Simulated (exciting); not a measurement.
Two BSE runs for the I L₃ edge of KI, space group Fm-3m. Run A: exciting, all-electron LAPW+lo, PBE, exchange and screened direct term (singlet BSE), 3×3×3 shifted k points, 36 conduction bands, |G+q| up to 3 bohr⁻¹ (2 in the exchange term), full RPA screening with nempty = 64, Lorentzian half width 1.54 eV. Run B has a fault in its input.

Energy from the Kohn–Sham onset, core level to the lowest empty state found on the meshes used; one zero for both, scaled to A's maximum:

```tsv
E (eV)	A	B
-11.5	0.03	0.04
-11.0	0.04	0.04
-10.5	0.04	0.05
-10.0	0.04	0.05
-9.5	0.04	0.05
-9.0	0.05	0.06
-8.5	0.05	0.07
-8.0	0.06	0.07
-7.5	0.06	0.08
-7.0	0.07	0.09
-6.5	0.08	0.10
-6.0	0.09	0.12
-5.5	0.10	0.13
-5.0	0.11	0.16
-4.5	0.13	0.19
-4.0	0.16	0.23
-3.5	0.19	0.28
-3.0	0.23	0.35
-2.5	0.29	0.46
-2.0	0.38	0.61
-1.5	0.49	0.79
-1.0	0.64	0.99
-0.5	0.79	1.13
0.0	0.89	1.15
0.5	0.92	1.07
1.0	0.89	0.98
1.5	0.84	0.90
2.0	0.80	0.86
2.5	0.76	0.84
3.0	0.75	0.85
3.5	0.77	0.89
4.0	0.82	0.95
4.5	0.89	1.00
5.0	0.95	1.01
5.5	0.99	0.99
6.0	1.00	0.96
6.5	0.98	0.92
7.0	0.93	0.87
7.5	0.88	0.82
8.0	0.85	0.81
8.5	0.84	0.81
9.0	0.86	0.80
9.5	0.85	0.77
10.0	0.82	0.73
10.5	0.78	0.69
11.0	0.75	0.67
11.5	0.74	0.67
12.0	0.74	0.67
12.5	0.75	0.68
13.0	0.75	0.66
13.5	0.73	0.64
14.0	0.70	0.61
14.5	0.67	0.59
15.0	0.66	0.59
15.5	0.67	0.62
16.0	0.71	0.65
16.5	0.75	0.66
17.0	0.76	0.65
17.5	0.75	0.62
18.0	0.71	0.58
18.5	0.67	0.55
19.0	0.63	0.51
19.5	0.59	0.48
20.0	0.55	0.44
20.5	0.51	0.40
```

What most likely went wrong in run B?

Far too few empty states in the screening (empty states in the screening from 64 to 3). The spectrum differs from run A by 17 % r.m.s. The highest maximum lies at -0.2 eV (1.15), against 6.1 eV (1.00). The first bright state moves from -1.08 to -1.59 eV. Too few states underscreen, so the attraction is too strong. Other settings could leave a like mark; this is the change that was made.

[Banner, clock and machine lines of the logs are left out without a mark of their own.]

[Logs are printed without paths, hosts, clocks, repeated set-up lines and the standing remarks that a program may print on its own settings, such as how far it seeks lower states.]

[Hosts, paths, dates, database ids (printed as entryN), source tags and the programs' standing remarks are cut or masked in the printed files.]
